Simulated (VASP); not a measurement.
# Si (P6_3/mmc) in VASP: electric field gradients with r2SCAN

Aim: the electric field gradients of Si with r2SCAN.

All numbers are computed with VASP 6.6.1; they aren't measurements. Logs are shortened: lines on timing, memory, paths and dates and some standing lists are left out, and cuts for length are marked.

**1. The undisturbed crystal**

Symmetry: P6_3/mmc, No. 194, hexagonal system. Conventional cell: a = 2.836 Å, b = 2.836 Å, c = 4.594 Å, α = 90.00°, β = 90.00°, γ = 120.00°. Si (site symmetry -6m2) has 12 Si at 2.82 to 2.84 Å as nearest neighbours.

This isn't the form of Si at room conditions, which is diamond.

**2. Electric field gradients, r2SCAN (shortest bond scaled by 0.64)**

POSCAR

```
Si
1.0
    2.8359687699      0.0000000000      0.0000000000
   -1.4179843850      2.4560209991      0.0000000000
    0.0000000000      0.0000000000      4.5942694073
Si
2
Direct
    0.2133333333      0.6066666667      0.1600000000
    0.7866666667      0.3933333333      0.8400000000
```

INCAR.step1

```
SYSTEM = Si
ALGO = Normal
EDIFF = 1E-4
ENCUT = 520
GGA = PE
ISMEAR = -1
LASPH = .True.
LCHARG = .False.
LREAL = .False.
LWAVE = .True.
NBANDS = 11
NELM = 100
PREC = Accurate
SIGMA = 0.05
```

INCAR.step2

```
SYSTEM = Si
ALGO = Normal
EDIFF = 1E-8
ENCUT = 520
ISIF = 2
ISMEAR = -1
ISTART = 1
LASPH = .True.
LCHARG = .False.
LEFG = .True.
LMIXTAU = .True.
LREAL = .False.
LWAVE = .False.
METAGGA = R2SCAN
NBANDS = 11
NELM = 100
PREC = Accurate
SIGMA = 0.05
```

KPOINTS

```
k-points
0
Gamma
  12 12 7
  0 0 0
```

Potentials or basis: VASP PAW PBE potentials, release 64 (Si).

Launch:

```bash
cat potpaw_PBE.64/Si/POTCAR > POTCAR
cp INCAR.step1 INCAR
mpirun -np 1 vasp_std > vasp.out
cp INCAR.step2 INCAR
mpirun -np 1 vasp_std > vasp.out
```

OUTCAR:

```text
SYSTEM = Si
   EDIFF = 1E-8
   ENCUT = 520
   ISIF = 2
   ISMEAR = -1
   ISTART = 1
   LASPH = .True.
   LREAL = .False.
   METAGGA = R2SCAN
   NELM = 100
   PREC = Accurate

 ion  position               nearest neighbor table
   1  0.213  0.607  0.160-   2 1.81   2 2.48   2 2.48
   2  0.787  0.393  0.840-   1 1.81   1 2.48   1 2.48

  LATTYP: Found a hexagonal cell.
 ALAT       =     2.8359687699
 C/A-ratio  =     1.6200000000

  Lattice vectors:

 A1 = (   2.8359687699,   0.0000000000,   0.0000000000)
 A2 = (  -1.4179843850,   2.4560209991,   0.0000000000)
 A3 = (   0.0000000000,   0.0000000000,   4.5942694073)

Analysis of symmetry for initial positions (statically):
=====================================================================
 Subroutine PRICEL returns:
 Original cell was already a primitive cell.

 Routine SETGRP: Setting up the symmetry group for a
 hexagonal supercell.

 Subroutine GETGRP returns: Found  4 space group operations
 (whereof  4 operations were pure point group operations)
 out of a pool of 24 trial point group operations.

The static configuration has the point symmetry C_2h.

Analysis of symmetry for dynamics (positions and initial velocities):
=====================================================================
 Subroutine PRICEL returns:
 Original cell was already a primitive cell.

 Routine SETGRP: Setting up the symmetry group for a
 hexagonal supercell.

 Subroutine GETGRP returns: Found  4 space group operations
 (whereof  4 operations were pure point group operations)
 out of a pool of 24 trial point group operations.

The dynamic configuration has the point symmetry C_2h.

 Subroutine INISYM returns: Found  4 space group operations
 (whereof  4 operations are pure point group operations),
 and found     1 'primitive' translations

----------------------------------------------------------------------------------------

                                     Primitive cell

  volume of cell :      32.0000

  direct lattice vectors                    reciprocal lattice vectors
     2.835968770  0.000000000  0.000000000     0.352613192  0.203581321  0.000000000
[... 133 lines left out ...]
  energy without entropy =      -12.72359365  energy(sigma->0) =      -12.72795416

 E-fermi :   8.2071     XC(G=0): -11.0686

 val. band max:        8.2065534186   @ k =  -0.4167   0.4167   0.1429
 cond. band min:       8.2208413657   @ k =  -0.0833   0.5000   0.1429
 fundamental gap:      0.0142879472
 Fermi energy:         8.2070570161

 k-point     1 :       0.0000    0.0000    0.0000
  band No.  band energies     occupation
      1      -7.3696      2.00000
      2       1.2725      2.00000
      3       3.5225      2.00000
      4      13.1927      0.00000
      5      14.5489      0.00000
      6      15.7616      0.00000
      7      16.1423      0.00000
      8      18.6826      0.00000
      9      19.6853      0.00000
     10      21.3265      0.00000
     11      22.5365      0.00000
[... 309 lines left out ...]
 k-point    24 :      -0.4167    0.3333    0.0000
  band No.  band energies     occupation
      1      -3.8465      2.00000
      2       2.3531      2.00000
      3       4.8354      2.00000
      4       6.6968      2.00000
      5       8.3747      0.06758
      6      10.9844      0.00000
      7      13.4051      0.00000
      8      14.0846      0.00000
      9      17.4335      0.00000
     10      19.8613      0.00000
     11      22.7900      0.00000

 [... further k-points ...]

------------------------ aborting loop because EDIFF is reached ----------------------------------------

  FORCE on cell =-STRESS in cart. coord.  units (eV):
  Direction    XX          YY          ZZ          XY          YZ          ZX
  --------------------------------------------------------------------------------------
  -------------------------------------------------------------------------------------
  Total        6.8640462      2.7758083     15.9211601      3.5405179      5.9722184     10.3441847
  in kB      343.6693502    138.9792865    797.1413059    177.2667951    299.0172782    517.9130675
  external PRESSURE =     426.5966475 kB  Pullay stress =       0.0000000 kB

 VOLUME and BASIS-vectors are now :
 -----------------------------------------------------------------------------
  energy-cutoff  :      520.00
  volume of cell :       32.00
      direct lattice vectors                 reciprocal lattice vectors
     2.835968770  0.000000000  0.000000000     0.352613192  0.203581321  0.000000000
    -1.417984385  2.456020999  0.000000000     0.000000000  0.407162642  0.000000000
     0.000000000  0.000000000  4.594269407     0.000000000  0.000000000  0.217662464

 POSITION                                       TOTAL-FORCE (eV/Angst)
 -----------------------------------------------------------------------------------
     -0.25524      1.48999      0.73508         6.485647      3.744490     12.400642
      1.67322      0.96603      3.85919        -6.485647     -3.744490    -12.400642
 -----------------------------------------------------------------------------------
    total drift:                                0.000000      0.000000     -0.000000

  FREE ENERGIE OF THE ION-ELECTRON SYSTEM (eV)
  ---------------------------------------------------
  free  energy   TOTEN  =       -12.7323146700 eV

  energy  without entropy=      -12.7235936521  energy(sigma->0) =      -12.72795416

 Electric field gradients (V/A^2)
---------------------------------------------------------------------
 ion       V_xx      V_yy      V_zz      V_xy      V_xz      V_yz
---------------------------------------------------------------------
   1      14.575    37.388   -51.963   -19.757   -61.352   -35.422
   2      14.575    37.388   -51.963   -19.757   -61.352   -35.422
---------------------------------------------------------------------

 Electric field gradients after diagonalization (V/A^2)
 (convention: |V_zz| > |V_xx| > |V_yy|)
----------------------------------------------------------------------
 ion       V_xx      V_yy      V_zz     asymmetry (V_yy - V_xx)/ V_zz
----------------------------------------------------------------------
   1      51.620    48.795  -100.415       0.028
   2      51.620    48.795  -100.415       0.028
----------------------------------------------------------------------

           NMR quadrupolar parameters

 Cq : quadrupolar parameter    Cq=e*Q*V_zz/h
 eta: asymmetry parameters     (V_yy - V_xx)/ V_zz
 Q  : nuclear electric quadrupole moment in mb (millibarn)
----------------------------------------------------------------------
 ion       Cq(MHz)       eta       Q (mb)
----------------------------------------------------------------------
   1      -0.243       0.028       1.000
   2      -0.243       0.028       1.000
----------------------------------------------------------------------
```

It took 2 min on 1 thread of Intel Xeon 6975P-C (Granite Rapids), shared host; peak memory 0.2 GiB.

Results:

```yaml
Free_energy: -12.7323 eV
Pressure: 42.7 GPa
Largest_force: 14.487 eV/Å
Band_gap_on_the_k_mesh: none (metal or under the smearing width)
```

Forces in eV/Å, atoms in the order of the input:
```
Si    6.486   3.744  12.401
Si   -6.486  -3.744 -12.401
```

Stress tensor (GPa, compression positive):
```
34.37 17.73 51.79
17.73 13.90 29.90
51.79 29.90 79.71
```

Electric field gradients, principal values (V/Å²):
```tsv
atom	Vxx	Vyy	Vzz
1 Si	48.795	51.620	-100.415
2 Si	48.795	51.620	-100.415
```

Caveat: so large a pressure means that the cell lies far from this level's equilibrium, or that cutoff or potentials fall short; the potentials were made for another functional, which shifts forces and pressure.
